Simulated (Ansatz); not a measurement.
## Pd: which structure is lowest?

Level of theory: DFT, RPBE, plane waves (420 eV) with PAW, scalar-relativistic (Ansatz). The PAW files were generated under PBE, with cores re-solved for the functional.

Each structure is relaxed within its own symmetry, so a high-lying one may be dynamically unstable.

| structure | ΔE (meV/atom) | V (Å³/atom) | cell | magnetic state |
| --- | --- | --- | --- | --- |
| fcc | 0 | 15.82 | a = 3.985 Å | spin not included |
| dhcp | 13 | 15.84 | a = 2.810 Å, c = 9.262 Å (c/a = 3.295) | spin not included |
| hcp | 28 | 15.89 | a = 2.802 Å, c = 4.672 Å (c/a = 1.667) | ferromagnetic, net 0.36 μB per atom |
| bcc | 42 | 15.90 | a = 3.168 Å | non-magnetic |
| omega (AlB2-type) | 99 | 16.17 | a = 4.548 Å, c = 2.707 Å (c/a = 0.595) | spin not included |
| A15 | 112 | 16.27 | a = 5.067 Å | spin not included |
| simple cubic | 471 | 18.49 | a = 2.644 Å | spin not included |
| diamond | 1017 | 25.62 | a = 5.896 Å | ferromagnetic, net 0.46 μB per atom |

ΔE counts from fcc.

Differences under about 8 meV lie within the error of the k-point mesh.
